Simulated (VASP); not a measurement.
**InAs in VASP: how settings move the LDA single point**

The LDA single point of InAs in the rocksalt structure is repeated with altered inputs. Which of them can be trusted? This is a trial cell built on a prototype, not taken from a measured structure, and it needn't be the compound's ground state.

Code: VASP 6.6.1. PAW datasets, plane waves. Simulation only: spin-unpolarised, and no claim that this is the phase found in nature.

## 1. The structure to begin with

The cell comes from an earlier relaxation with r2SCAN in another program. Some of the altered inputs switch spin polarisation on.

It is cubic, Fm-3m (No. 225); conventional cell a = 5.683 Å, 22.94 Å³ an atom. Around In lie 6 As at 2.84 Å; around As lie 6 In at 2.84 Å.

The structure in full:

```
CELL_PARAMETERS angstrom
0.00000 2.84143 2.84143
2.84143 0.00000 2.84143
2.84143 2.84143 0.00000
ATOMIC_POSITIONS crystal
In 0.00000 0.00000 0.00000
As 0.50000 0.50000 0.50000
```

## 2. The reference run

The input, INCAR:

```
ENCUT = 520.000000
SIGMA = 0.020000
EDIFF = 1.00e-07
GGA = CA
PREC = Accurate
IBRION = -1
ISIF = 2
ISMEAR = -1
NBANDS = 16
NELM = 120
NSW = 0
LASPH = .TRUE.
LCHARG = .FALSE.
LWAVE = .FALSE.
LREAL = .FALSE.
```

The input, KPOINTS:

```
KPOINTS created by Atomic Simulation Environment
0
Gamma
8 8 8
0 0 0
```

The input, POSCAR:

```
In As
 1.0000000000000000
    -0.0000000000000000    2.8414336897063346    2.8414336897063346
     2.8414336897063346   -0.0000000000000000    2.8414336897063346
     2.8414336897063346    2.8414336897063346   -0.0000000000000000
 In  As
   1   1
Cartesian
 -0.0000000000000000 -0.0000000000000000 -0.0000000000000000
  2.8414336897063341  2.8414336897063341  2.8414336897063341
```

A file KPOINTS_OPT adds named points for the levels; it doesn't enter the self-consistent loop.

Potentials: the recommended LDA PAW datasets, 18 valence electrons.

Run with:

```sh
mpirun -np 1 vasp_std
```

## 3. Altered input 1

Changes to INCAR since step 2:

```diff
@@ -9,3 +9,2 @@
 NBANDS = 16
-NELM = 120
 NSW = 0
@@ -15 +14,6 @@
 LREAL = .FALSE.
+NELECT = 17.5
+ALGO = Normal
+ISPIN = 2
+MAGMOM = -0.5 0.5
+NELM = 78
```

KPOINTS is that of step 2.

POSCAR is that of step 2.

## 4. Altered input 2

Changes to INCAR since step 2:

```diff
@@ -9,3 +9,2 @@
 NBANDS = 16
-NELM = 120
 NSW = 0
@@ -15 +14,4 @@
 LREAL = .FALSE.
+NELECT = 17.98
+ALGO = VeryFast
+NELM = 84
```

KPOINTS is that of step 2.

POSCAR is that of step 2.

## 5. Altered input 3

Changes to INCAR since step 2:

```diff
@@ -9,3 +9,2 @@
 NBANDS = 16
-NELM = 120
 NSW = 0
@@ -15 +14,4 @@
 LREAL = .FALSE.
+ALGO = Damped
+TIME = 0.4
+NELM = 83
```

KPOINTS is that of step 2.

POSCAR is that of step 2.

Before running it: what results should come out? Wanted: for each run, changed; ending; energy change; pressure; electronic steps; usable.

The runs gave:

| run | changed | ending | energy change (meV/atom) | pressure (GPa) | gap on the mesh (eV; negative: overlap) | electronic steps | time | usable |
| --- | --- | --- | --- | --- | --- | --- | --- | --- |
| ref. | – | converged | 0 | -2.8 | -2.72 | 11 | 9 s | yes |
| 1 | NELECT = 17.5, ALGO = Normal, ISPIN = 2, MAGMOM = -0.5 0.5, NELM = 78 | converged | – | -22.9 | – | 15 | 19 s | no |
| 2 | NELECT = 17.98, ALGO = VeryFast, NELM = 84 | converged | – | -3.6 | – | 22 | 16 s | no |
| 3 | ALGO = Damped, TIME = 0.4, NELM = 83 | converged | 0.0 | -2.8 | -2.72 | 28 | 14 s | yes |

**Reading.** Of 3 altered inputs, 2 ended normally on a faulty or unsound input, 1 gave usable results.
